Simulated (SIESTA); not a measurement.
Here is a SIESTA 5.4.2 calculation.

Contents of Na.fdf:

```
SystemName                      Na
SystemLabel                     Na
NumberOfSpecies                 1
NumberOfAtoms                   4
%block ChemicalSpeciesLabel
  1  11 Na
%endblock ChemicalSpeciesLabel
%include structure.fdf

%block kgrid.MonkhorstPack
    8   0   0  0.0
    0   8   0  0.0
    0   0   1  0.0
%endblock kgrid.MonkhorstPack
XC.Functional                   GGA
XC.Authors                      PBE
PAO.BasisSize                   DZP
PAO.EnergyShift                 0.003 Ry
Mesh.Cutoff                     800 Ry
OccupationFunction              FD
ElectronicTemperature           0.05 eV
Slab.DipoleCorrection           vacuum
MaxSCFIterations                120
SCF.MustConverge                false
SCF.Mixer.Method                Pulay
SCF.Mixer.Weight                0.25
SCF.Mixer.History               8
SCF.DM.Tolerance                5.0e-05
SCF.H.Tolerance                 1.0e-03 eV
WriteForces                     true
Charge.Mulliken                 end
Charge.Hirshfeld                end
Charge.Voronoi                  end
SaveRho                         true
SaveElectrostaticPotential      true
%block PAO.Basis
  Na 4
  n=2 0 2
    2.919 0.000
  n=3 0 2
    9.500 0.000
  n=2 1 2
    3.442 0.000
  n=3 1 1
    9.500
%endblock PAO.Basis
```

structure.fdf

```
LatticeConstant                 1.0 Ang
%block LatticeVectors
     3.7670009976     0.0000000000     0.0000000000
    -1.8835004988     3.2623185600     0.0000000000
     0.0000000000     0.0000000000    24.2310000000
%endblock LatticeVectors
AtomicCoordinatesFormat         Fractional
%block AtomicCoordinatesAndAtomicSpecies
     0.6666666667     0.3333333334     0.3095208617  1  Na
     0.3333333333     0.6666666666     0.4365069539  1  Na
     0.6666666667     0.3333333334     0.5634930461  1  Na
     0.3333333333     0.6666666666     0.6904791383  1  Na
%endblock AtomicCoordinatesAndAtomicSpecies
```

Potentials or basis: PseudoDojo 0.5 standard (PBE files), DZP (energy shift 0.003 Ry; two zetas on semicore shells).

Run with:

```sh
$ siesta Na.fdf > Na.out 2>&1
```

Question: Estimate the largest force.

Answer: 0.051 eV/Å.

Question: Predict the work function.

Answer: 2.81 eV.

Stress tensor (GPa, compression positive):
```
 0.00  0.00  0.00
 0.00  0.00  0.00
 0.00  0.00 -0.16
```

Caveat: the basis of atomic orbitals isn't converged, which shifts pressures, moduli and gaps.
